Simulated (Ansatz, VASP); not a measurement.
# Two plane-wave programs on Cd

File INCAR:

```
  ALGO = Normal
  EDIFF = 1E-6
  ENCUT = 520
  GGA = PE
  ISIF = 2
  ISMEAR = 0
  LASPH = T
  LCHARG = F
  LREAL = F
  LWAVE = F
  NBANDS = 19
  NELM = 80
  PREC = Accurate
  SIGMA = 0.1
```

KPOINTS

```
k-points
0
Gamma
  6 6 6
```

Contents of POSCAR:

```
Cd
1.0
    1.4688521610     -4.2764520796      0.0000000000
    1.4688521610      4.2764520796      0.0000000000
   -0.1247409156      0.0000000000      3.5366412700
Cd
2
Direct
    0.8690000000      0.1310000000      0.2500000000
    0.1310000000      0.8690000000      0.7500000000
```

Input for Ansatz:

```yaml
crystal:
  lattice:
    - [1.468852161, -4.2764520796, 0.0]
    - [1.468852161, 4.2764520796, 0.0]
    - [-0.1247409156, 0.0, 3.53664127]
  atoms:
    - { symbol: Cd, position: [0.869, 0.131, 0.25] }
    - { symbol: Cd, position: [0.131, 0.869, 0.75] }
basis:
  ecutwfc: 420
kpoints:
  mp_grid: { grid: [6, 6, 6] }
hamiltonian:
  xc: pbe
scf:
  occupations: { method: gaussian, width: 0.1 }
  lower_state_search: "off"
output:
  forces: true
  stress: true
  eigenvalues: true
```

Alike in both runs: task single point; functional PBE; k mesh 6 × 6 × 6; occupations gaussian, width 0.1 eV; no spin polarisation.

```csv
,VASP,Ansatz
version,VASP 6.6.1,Ansatz 0.2.0
potentials or method,"VASP PAW PBE potentials, release 64 (Cd)","scalar-relativistic, plane waves, PAW"
plane-wave cutoff (eV),520,420
valence electrons in the cell,24,40
```

|  | VASP | Ansatz | Ansatz less VASP |
| --- | --- | --- | --- |
| gap on the k mesh at the Fermi level (eV) | none | none | - |
| pressure (GPa) | 5.5 | 5.1 | -0.36 |
| largest component of the traceless stress (GPa) | 1.71 | 1.65 | -0.056 |
| rms of the force components (eV/Å) | 0.192 | 0.187 | -0.0053 |

Atom by atom the forces differ by 0.005 eV/Å (rms over components). A gap of «none» marks a metal or a gap that the smearing closes. The functional is the same, so the differences come from potentials, cutoffs and numerics. The two sets of potentials don't hold the same shells in valence.

Caveats: the k mesh is coarse (spacing up to 0.38 Å⁻¹), so the values aren't converged.
